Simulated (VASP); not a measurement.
# SiNi (Pmmn) in VASP: a series of runs, part 2 of 2

VASP 6.6.1. The steps go on from the part before.

## Step 5: Relaxation of cell and atoms, PBEsol

Contents of INCAR:

```
SYSTEM = SiNi
ALGO = Normal ; EDIFF = 1E-6
EDIFFG = -0.01 ; ENCUT = 600
GGA = PS ; IBRION = 2
ISIF = 3 ; ISMEAR = 1
KPAR = 2 ; LASPH = .True.
LCHARG = .False. ; LREAL = .False.
LWAVE = .False. ; NELM = 80
NSW = 90 ; PREC = Accurate
SIGMA = 0.1
```

Contents of KPOINTS:

```
k-points
0
Gamma
  12 12 8
  0 0 0
```

Contents of POSCAR:

```
SiNi
1.0
    2.9427706600      0.0000000000      0.0000000000
    0.0000000000      3.2803255400      0.0000000000
    0.0000000000      0.0000000000      4.6774467600
Si Ni
2 2
Direct
    0.0000000000      0.0000000000      0.1568568400
    0.5000000000      0.5000000000      0.8431431600
    0.0000000000      0.0000000000      0.6575044100
    0.5000000000      0.5000000000      0.3424955900
```

Potentials or basis: VASP PAW PBE potentials, release 64 (Si, Ni).

Launch:

```bash
cat potpaw_PBE.64/Si/POTCAR potpaw_PBE.64/Ni/POTCAR > POTCAR
mpirun -np 2 vasp_std > vasp.out
```

OUTCAR:

```text
SYSTEM = SiNi
   EDIFF = 1E-6
   EDIFFG = -0.01
   ENCUT = 600
   GGA = PS
   IBRION = 2
   ISIF = 3
   ISMEAR = 1
   LASPH = .True.
   LREAL = .False.
   NELM = 80
   NSW = 90
   PREC = Accurate

 ion  position               nearest neighbor table
   1  0.000  0.000  0.157-   3 2.34   3 2.34   4 2.37   4 2.37   4 2.37   4 2.37   2 2.65   2 2.65
                             2 2.65   2 2.65
   2  0.500  0.500  0.843-   4 2.34   4 2.34   3 2.37   3 2.37   3 2.37   3 2.37   1 2.65   1 2.65
                             1 2.65   1 2.65
   3  0.000  0.000  0.658-   1 2.34   1 2.34   2 2.37   2 2.37   2 2.37   2 2.37   4 2.65   4 2.65
                             4 2.65   4 2.65
   4  0.500  0.500  0.342-   2 2.34   2 2.34   1 2.37   1 2.37   1 2.37   1 2.37   3 2.65   3 2.65
                             3 2.65   3 2.65

  LATTYP: Found a simple orthorhombic cell.
 ALAT       =     2.9427706600
 B/A-ratio  =     1.1147064855
 C/A-ratio  =     1.5894703667

  Lattice vectors:

 A1 = (   2.9427706600,   0.0000000000,   0.0000000000)
 A2 = (   0.0000000000,   3.2803255400,   0.0000000000)
 A3 = (   0.0000000000,   0.0000000000,   4.6774467600)

Analysis of symmetry for initial positions (statically):
=====================================================================
[... 186 lines left out ...]
  Direction    XX          YY          ZZ          XY          YZ          ZX
  --------------------------------------------------------------------------------------
  -------------------------------------------------------------------------------------
  Total        0.0976348      0.0123498      0.0757774      0.0000000      0.0000000      0.0000000
  in kB        3.4644412      0.4382169      2.6888583      0.0000000      0.0000000      0.0000000
  external PRESSURE =       2.1971721 kB  Pullay stress =       0.0000000 kB
[... 253 lines left out ...]
--------------------------------------- Ionic step        8  -------------------------------------------

 number of electron      27.9999999 magnetization

 Free energy of the ion-electron system (eV)
  ---------------------------------------------------
  ext. energy  EPLUGINS =         0.00000000
  ---------------------------------------------------
  free energy    TOTEN  =       -25.96412222 eV

  energy without entropy =      -25.96448507  energy(sigma->0) =      -25.96424317

 E-fermi :  11.5822     XC(G=0): -12.7147

 val. band max:       11.5679375889   @ k =   0.4167   0.2500   0.5000
 cond. band min:      11.5894612061   @ k =   0.2500   0.2500   0.1250
 fundamental gap:      0.0215236172
 Fermi energy:        11.5821650635

 k-point     1 :       0.0000    0.0000    0.0000
  band No.  band energies     occupation
      1      -2.5018      2.00000
      2       3.3047      2.00000
      3       4.9251      2.00000
      4       7.2958      2.00000
      5       7.8243      2.00000
      6       8.6091      2.00000
[... 481 lines left out ...]
      5       7.7292      2.00000
      6       7.7945      2.00000
[... 10 lines left out ...]
     17      14.8908      0.00000
     18      16.5010      0.00000

 [... further k-points ...]
[... 5 lines left out ...]
  --------------------------------------------------------------------------------------
  -------------------------------------------------------------------------------------
  Total        0.0194743     -0.0304021     -0.0294784      0.0000000      0.0000000      0.0000000
  in kB        0.6902804     -1.0776219     -1.0448797      0.0000000      0.0000000      0.0000000
  external PRESSURE =      -0.4774071 kB  Pullay stress =       0.0000000 kB
[... 19 lines left out ...]
  FREE ENERGIE OF THE ION-ELECTRON SYSTEM (eV)
  ---------------------------------------------------
  free  energy   TOTEN  =       -25.9641222150 eV

  energy  without entropy=      -25.9644850656  energy(sigma->0) =      -25.96424317

 reached required accuracy - stopping structural energy minimisation
```

Wall time 3 min (2 MPI ranks of Intel Xeon Platinum 8488C (Sapphire Rapids), shared host); peak memory 0.34 GiB.

What came out:

- Free energy: -25.9641 eV
- Relaxed volume: 11.30 Å³/atom
- Relaxed cell: a = 2.946 Å, b = 3.279 Å, c = 4.679 Å, α = 90.00°, β = 90.00°, γ = 90.00°
- Space group after relaxing (to 0.05 Å): Pmmn (No. 59)
- Energy gained by relaxing: 0.1 meV/atom
- Ionic steps: 8
- Pressure after relaxing: 0.0 GPa
- Largest force after relaxing: 0.005 eV/Å
- Band gap on the k mesh: none (metal or under the smearing width)

Forces on the atoms (eV/Å):
```
Si   0.000  0.000 -0.005
Si   0.000  0.000  0.005
Ni   0.000  0.000 -0.001
Ni   0.000  0.000  0.001
```

Step by step:
```
step  energy change (eV)  largest force (eV/Å)  pressure (GPa)  volume (Å³)
   1              0.0000                0.0710            0.22        45.15
   2             -0.0005                0.0026           -0.26        45.25
   3             -0.0005                0.0100           -0.24        45.24
   4             -0.0005                0.0208            0.12        45.15
   5             -0.0006                0.0067            0.07        45.19
   6             -0.0006                0.0050            0.06        45.20
   7             -0.0006                0.0037            0.03        45.20
   8             -0.0006                0.0045           -0.05        45.20
```

Final structure:
```yaml
crystal:
  lattice:
    - [2.94593, 0.00000, 0.00000]
    - [0.00000, 3.27927, 0.00000]
    - [0.00000, 0.00000, 4.67894]
  atoms:
    - { symbol: Si, position: [0.00000, 0.00000, 0.15763] }
    - { symbol: Si, position: [0.50000, 0.50000, 0.84237] }
    - { symbol: Ni, position: [0.00000, 0.00000, 0.65676] }
    - { symbol: Ni, position: [0.50000, 0.50000, 0.34324] }
```

Caveat: the PAW data sets were made with another functional, which shifts forces and pressure a little. Spin polarisation is off, so any magnetic state and its effect on volume and gap are missing.

## Step 6: Relaxation of cell and atoms, PBEsol

INCAR, as its differences from that of step 5:

```diff
@@ -1,4 +1,4 @@
 SYSTEM = SiNi
-ALGO = Normal ; EDIFF = 1E-6
-EDIFFG = -0.01 ; ENCUT = 600
+ALGO = Normal ; EDIFF = 1E-7
+EDIFFG = -0.005 ; ENCUT = 600
 GGA = PS ; IBRION = 2
```

KPOINTS is that of step 5.

Contents of POSCAR:

```
SiNi                                    
1.0
    2.9459301299      0.0000000000      0.0000000000
    0.0000000000      3.2792721348      0.0000000000
    0.0000000000      0.0000000000      4.6789440725
  Si              Ni            
     2     2
Direct
     0.0000000000000000    0.0000000000000000    0.1576327245884700
     0.5000000000000000    0.5000000000000000    0.8423672754115301
     0.0000000000000000    0.0000000000000000    0.6567621973688427
     0.5000000000000000    0.5000000000000000    0.3432378026311573
```

Potentials or basis: VASP PAW PBE potentials, release 64 (Si, Ni).

Launch:

```bash
cat potpaw_PBE.64/Si/POTCAR potpaw_PBE.64/Ni/POTCAR > POTCAR
mpirun -np 2 vasp_std > vasp.out
```

Wall time 2.7 min (2 MPI ranks of Intel Xeon Platinum 8488C (Sapphire Rapids), shared host); peak memory 0.34 GiB.

It converged, with:

| Quantity | Value |
| --- | --- |
| Free energy | -25.9642 eV |
| Relaxed volume | 11.30 Å³/atom |
| Relaxed cell | a = 2.950 Å, b = 3.277 Å, c = 4.677 Å, α = 90.00°, β = 90.00°, γ = 90.00° |
| Space group after relaxing (to 0.05 Å) | Pmmn (No. 59) |
| Energy gained by relaxing | 0.0 meV/atom |
| Ionic steps | 6 |
| Pressure after relaxing | 0.0 GPa |
| Largest force after relaxing | 0.003 eV/Å |
| Band gap on the k mesh | none (metal or under the smearing width) |

Forces in eV/Å, atoms in the order of the input:
```
Si   0.000  0.000  0.003
Si   0.000  0.000 -0.003
Ni   0.000  0.000  0.000
Ni   0.000  0.000  0.000
```

Final structure:
```xyz
4
Lattice="2.9498 0.0000 0.0000 0.0000 3.2766 0.0000 0.0000 0.0000 4.6774" Properties=species:S:1:pos:R:3 pbc="T T T"
Si    0.0000    0.0000    0.7367
Si    1.4749    1.6383    3.9407
Ni    0.0000    0.0000    3.0715
Ni    1.4749    1.6383    1.6059
```

Levels at points of the mesh, in eV from the Fermi level:
| k point | band 10 | band 11 | band 12 | band 13 | band 14 | band 15 | band 16 | band 17 | band 18 |
| --- | --- | --- | --- | --- | --- | --- | --- | --- | --- |
| (0.00, 0.00, 0.00) | -2.69 | -2.32 | -2.02 | -1.98 | -1.29 | 1.25 | 2.83 | 5.28 | 5.56 |
| (0.50, 0.00, 0.00) | -2.59 | -2.57 | -2.57 | -1.58 | -1.58 | 1.80 | 1.80 | 3.52 | 3.52 |
| (0.00, 0.50, 0.00) | -2.75 | -2.24 | -2.24 | -2.16 | -2.16 | 1.21 | 1.21 | 5.02 | 5.02 |
| (0.50, 0.50, 0.00) | -3.31 | -2.07 | -2.07 | -1.57 | -1.57 | 1.62 | 1.62 | 2.01 | 2.01 |
| (0.00, 0.00, 0.50) | -2.75 | -2.69 | -2.06 | 1.18 | 1.68 | 2.06 | 2.50 | 2.94 | 3.68 |
| (0.50, 0.00, 0.50) | -2.43 | -2.22 | -2.22 | -1.38 | -1.38 | 3.73 | 3.73 | 5.38 | 5.38 |
| (0.00, 0.50, 0.50) | -2.54 | -2.02 | -2.02 | -2.02 | -2.02 | 5.28 | 5.28 | 5.44 | 5.44 |
| (0.50, 0.50, 0.50) | -2.81 | -2.10 | -2.10 | -1.51 | -1.51 | -0.38 | -0.38 | 1.08 | 1.08 |

Caveat: the PAW data sets were made with another functional, which shifts forces and pressure a little. Spin polarisation is off, so any magnetic state and its effect on volume and gap are missing.

## Step 7: The runs side by side

```csv
task,level,potentials or basis,cell,gap on the mesh (eV),pressure (GPa)
relaxation of shape and atoms at fixed volume,LDA,"VASP PAW LDA potentials, release 64 (Si, Ni)",atoms relaxed at fixed volume from: a relaxed cell with its volume scaled by 1.02,none,-3.7
relaxation of shape and atoms at fixed volume,LDA,"VASP PAW LDA potentials, release 64 (Si, Ni)",atoms relaxed at fixed volume from: a relaxed cell with its volume scaled by 1.04,none,-6.9
relaxation of shape and atoms at fixed volume,LDA,"VASP PAW LDA potentials, release 64 (Si, Ni)",atoms relaxed at fixed volume from: a relaxed cell with its volume scaled by 1.06,none,-10.0
relaxation of cell and atoms,PBEsol,"VASP PAW PBE potentials, release 64 (Si, Ni)",relaxed,none,0.0
```

Alike in all rows: no spin polarisation; k mesh 12 × 12 × 8; cutoff (eV) 600; smearing methfessel-paxton 0.1 eV.

Caveats: the PAW data sets were made with another functional, which shifts forces and pressure a little (some runs).

Total energies depend on the potentials used, so only differences within one code and one set of settings carry meaning.
